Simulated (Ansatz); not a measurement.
# Moving the share of exact exchange in C

```
CELL_PARAMETERS angstrom
1.23319 0.71198 8.28262
-1.23319 0.71198 8.28262
0.00000 -1.42396 8.28262
ATOMIC_POSITIONS crystal
C 0.08717 0.08717 0.08717
C 0.75385 0.75385 0.75385
C 0.24615 0.24615 0.24615
C 0.91283 0.91283 0.91283
```

Kept alike: task single point; functional HSE06 form with a typed share of exact exchange; k mesh 6 × 6 × 6; occupations fermi-dirac, width 0.05 eV; no spin polarisation. Program: Ansatz, Ansatz PAW, cutoff 420 eV. Screening held at 0.2 Å⁻¹. The mesh is that of the run's cell of 4 atoms. No spin-orbit coupling.

| run | band gap (eV) | pressure (GPa) |
| --- | --- | --- |
| A | 0.223 | -2.62 |
| B | 0.302 | -7.25 |
| C | 0.238 | -3.57 |
| D | 0.336 | -9.03 |
| E | 0.270 | -5.43 |
| F | 0.254 | -4.50 |
| G | 0.208 | -1.66 |
| H | 0.194 | -0.69 |

The k mesh is coarse, so the values aren't converged. Pressure is positive in compression, with a Pulay correction for the finite cutoff. A gap read on the mesh alone can miss an edge between its points. All rows use potentials made for PBE. The mesh is thin for exact exchange.

Q: The runs differ in the share of exact exchange alone: 0.05; 0.1; 0.15; 0.2; 0.25; 0.3; 0.4; 0.5. Which run is which?

A: Run A is 0.15; run B is 0.4; run C is 0.2; run D is 0.5; run E is 0.3; run F is 0.25; run G is 0.1; run H is 0.05. The band gap rises from 0.194 to 0.336 eV between 0.05 and 0.5. Exact exchange pulls filled levels down against empty ones, so the gap grows nearly in line with its share. The mean slope is +0.31 eV per unit of share. The pressure falls from -0.69 to -9.03 GPa between 0.05 and 0.5. Exact exchange shortens the bonds here, so the pressure at fixed cell falls.
